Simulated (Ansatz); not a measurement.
Space group P4/nmm:1 (No. 129). a = 4.057 Å, b = 4.057 Å, c = 5.596 Å, α = 90.00°, β = 90.00°, γ = 90.00°
```json
{"atom": "Pb", "site": "2c", "symmetry": "4mm", "x": "0.0000", "y": "0.5000", "z": "0.2126"}
{"atom": "O", "site": "2a", "symmetry": "-4m2", "x": "0.0000", "y": "0.0000", "z": "0.0000"}
```

Equation of state of this PbO structure (not necessarily the ground state), with shape and atoms relaxed at each volume where symmetry leaves them free. Computed with DFT PBE, scalar-relativistic, plane waves, PAW in Ansatz.

Cutoff 420 eV; k points 8×8×6 on the computed 4-atom cell (Γ-centred); Gaussian smearing, width 0.02 eV; no spin polarisation.

| V (Å³/atom) | E − E(largest V) (meV/atom) | P (GPa) | gap on mesh (eV) |
| --- | --- | --- | --- |
| 21.646 | 1.46 | 0.71 | 1.53 |
| 22.337 | -0.56 | 0.34 | 1.67 |
| 23.028 | -1.19 | 0.00 | 1.81 |
| 23.718 | -0.86 | -0.24 | 1.80 |
| 24.409 | 0.00 | -0.32 | 1.79 |

**Question.** Fit a third-order Birch–Murnaghan equation to E(V).

**Answer.** V0 = 23.09 Å³/atom, B0 = 7 GPa, B0' = 14.7. B0' is unusual or poorly fixed by this range.

Spin-orbit coupling is left out, which matters for the bands of heavy elements. The cell holds layers, and where no dispersion correction was added their binding is poorly described.

Cost: 5 runs of about 7.3 core-minutes in all, on Intel Xeon Processor @ 2.50GHz (Skylake/Cascade Lake) (shared hosts).